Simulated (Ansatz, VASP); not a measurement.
Given: the input of a run of VASP 6.6.1 on BiTe.

The input INCAR:

```
SYSTEM = BiTe
PREC = Accurate ; ENCUT = 520
EDIFF = 1E-7 ; ISMEAR = -1
SIGMA = 0.05 ; LREAL = .False.
LASPH = .True. ; NELM = 80
ALGO = Normal ; ISIF = 2
LWAVE = .False. ; LCHARG = .True.
GGA = PS ; LELF = .True.
LVHAR = .True. ; NBANDS = 18
```

File KPOINTS:

```
Automatic mesh
0
Gamma
  7 7 7
  0 0 0
```

POSCAR

```
BiTe
1.0
    2.4064474992      1.3893631114      3.2950275793
   -2.4064474992      1.3893631114      3.2950275793
    0.0000000000     -2.7787262229      3.2950275793
Bi Te
1 1
Direct
    0.5000000000      0.5000000000      0.5000000000
    0.0000000000      0.0000000000      0.0000000000
```

Potentials or basis: VASP PAW PBE potentials, release 64 (Bi_d, Te).

The run is started by

```sh
$ cat potpaw_PBE.64/Bi_d/POTCAR potpaw_PBE.64/Te/POTCAR > POTCAR
$ mpirun -np 1 vasp_std > vasp.out
```

Translate it to Ansatz 0.2.0. Potentials there: all-electron LAPW, scalar-relativistic.

As run (the cutoff follows the program's own potentials):

The input input.yaml:

```yaml
crystal:
  lattice:
    - [2.4064474992, 1.3893631114, 3.2950275793]
    - [-2.4064474992, 1.3893631114, 3.2950275793]
    - [0.0, -2.7787262229, 3.2950275793]
  atoms:
    - { symbol: Bi, position: [0.5, 0.5, 0.5] }
    - { symbol: Te, position: [0.0, 0.0, 0.0] }
kpoints:
  mp_grid: { grid: [7, 7, 7] }
scf:
  occupations: { method: fermi_dirac, width: 0.05 }
hamiltonian:
  xc: pbesol
  pseudopotentials: { kind: all_electron, lapw: { basis_error: 0.0005 } }
output:
  forces: true
  stress: true
  eigenvalues: true
```

Potentials or basis: all-electron LAPW, scalar-relativistic.

Run with:

```sh
$ ansatz run input.yaml --threads 1 --pin off --max-ram 3072MiB --backend cpu --events-out ev --progress --plain --runs-dir out
```

Both were run:

|  | VASP | Ansatz | Ansatz less VASP |
| --- | --- | --- | --- |
| gap on the k mesh at the Fermi level (eV) | none | none | - |
| pressure (GPa) | -1.4 | -1.4 | +0.04 |
| largest component of the traceless stress (GPa) | 0.10 | 0.10 | +0.001 |

A gap of «none» marks a metal or a gap that the smearing closes. Ansatz ran all-electron here, so the differences hold the error of VASP's frozen core and of both bases.

Caveats: spin-orbit coupling is left out, which moves the levels of the heavy elements; the PAW data sets were made with another functional, which shifts forces and pressure a little (VASP).
